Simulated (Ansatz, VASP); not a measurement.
## One calculation of GaP, two programs

File INCAR:

```
SYSTEM = GaP
ALGO = Normal
EDIFF = 1E-6
ENCUT = 520
GGA = PE
ISIF = 2
ISMEAR = 0
LASPH = .True.
LCHARG = .False.
LREAL = .False.
LWAVE = .False.
NBANDS = 16
NELM = 100
PREC = Accurate
SIGMA = 0.05
```

The input KPOINTS:

```
k-points
0
Gamma
  8 8 8
  0 0 0
```

File POSCAR:

```
GaP
1.0
    0.0000000000      2.6149099718      2.6149099718
    2.6149099718      0.0000000000      2.6149099718
    2.6149099718      2.6149099718      0.0000000000
Ga P
1 1
Direct
    0.0000000000      0.0000000000      0.0000000000
    0.7500000000      0.7500000000      0.7500000000
```

Input for Ansatz:

```yaml
crystal:
  lattice:
    - [0.0, 2.6149099718, 2.6149099718]
    - [2.6149099718, 0.0, 2.6149099718]
    - [2.6149099718, 2.6149099718, 0.0]
  atoms:
    - { symbol: Ga, position: [0.0, 0.0, 0.0] }
    - { symbol: P, position: [0.75, 0.75, 0.75] }
basis:
  ecutwfc: 420
kpoints:
  mp_grid: { grid: [8, 8, 8] }
hamiltonian:
  xc: pbe
scf:
  occupations: { method: gaussian, width: 0.05 }
output:
  forces: true
  stress: true
  eigenvalues: true
```

Change from the starting cell: strain -0.050 along x and y, -0.050 along z, atoms carried along.

Alike in both runs: task single point; functional PBE; k mesh 8 × 8 × 8; occupations gaussian, width 0.05 eV; no spin polarisation.

```csv
,VASP,Ansatz
version,VASP 6.6.1,Ansatz 0.2.0
potentials or method,"VASP PAW PBE potentials, release 64 (Ga_d, P)","scalar-relativistic, plane waves, PAW"
plane-wave cutoff (eV),520,420
valence electrons in the cell,18,18
```

VASP gave:

- gap on the k mesh at the Fermi level (eV): 1.36
- least direct gap on the mesh (eV): 2.88
- pressure (GPa): 16.5

Problem. Which values does Ansatz return?

Solution. gap on the k mesh at the Fermi level (eV): 1.36; least direct gap on the mesh (eV): 2.88; pressure (GPa): 16.7.

Caveats: so large a pressure means that the cell lies far from this level's equilibrium, or that cutoff or potentials fall short (VASP). A k mesh can miss the band edges.
